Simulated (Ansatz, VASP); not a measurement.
# Two plane-wave programs on SrO

Contents of INCAR:

```
PREC = Accurate
ENCUT = 520
EDIFF = 1E-6
ISMEAR = 0
SIGMA = 0.02
LREAL = F
LASPH = T
NELM = 100
ALGO = Normal
ISIF = 2
LWAVE = F
LCHARG = T
GGA = PE
LELF = T
LVHAR = T
NBANDS = 24
```

File KPOINTS:

```
regular mesh
0
Gamma
  9 9 6
```

POSCAR

```
SrO
1.0
    4.1723847739      0.0000000000      0.0000000000
   -2.0861923870      3.6133912086      0.0000000000
    0.0000000000      0.0000000000      5.1859614445
Sr O
2 2
Direct
    0.3333333300      0.6666666700      0.9497655420
    0.6666666700      0.3333333300      0.4497655420
    0.3333333300      0.6666666700      0.4252344580
    0.6666666700      0.3333333300      0.9252344580
```

Input for Ansatz:

```yaml
crystal:
  lattice:
    - [4.1723847739, 0.0, 0.0]
    - [-2.086192387, 3.6133912086, 0.0]
    - [0.0, 0.0, 5.1859614445]
  atoms:
    - { symbol: Sr, position: [0.33333333, 0.66666667, 0.949765542] }
    - { symbol: Sr, position: [0.66666667, 0.33333333, 0.449765542] }
    - { symbol: O, position: [0.33333333, 0.66666667, 0.425234458] }
    - { symbol: O, position: [0.66666667, 0.33333333, 0.925234458] }
basis:
  ecutwfc: 420
kpoints:
  mp_grid: { grid: [9, 9, 6] }
hamiltonian:
  xc: pbe
scf:
  occupations: { method: gaussian, width: 0.02 }
output:
  forces: true
  stress: true
  eigenvalues: true
```

Alike in both runs: task single point; functional PBE; k mesh 9 × 9 × 6; occupations gaussian, width 0.02 eV; no spin polarisation.

|  | VASP | Ansatz |
| --- | --- | --- |
| version | VASP 6.6.1 | Ansatz 0.2.0 |
| potentials or method | VASP PAW PBE potentials, release 64 (Sr_sv, O) | scalar-relativistic, plane waves, PAW |
| plane-wave cutoff (eV) | 520 | 420 |
| valence electrons in the cell | 32 | 32 |

VASP gave:

```
gap on the k mesh at the Fermi level (eV)       : 2.89
least direct gap on the mesh (eV)               : 2.89
pressure (GPa)                                  : 5.2
largest component of the traceless stress (GPa) : 1.05
rms of the force components (eV/Å)              : 0.140
```

Problem. Which values does Ansatz return?

Solution. gap on the k mesh at the Fermi level (eV): 2.89; least direct gap on the mesh (eV): 2.91; pressure (GPa): 4.6; largest component of the traceless stress (GPa): 0.98; rms of the force components (eV/Å): 0.131.

Atom by atom the forces differ by 0.009 eV/Å (rms over components). The functional is the same, so the differences come from potentials, cutoffs and numerics.

Caveats: an odd mesh through Γ misses points on the zone boundary, where band edges often lie.
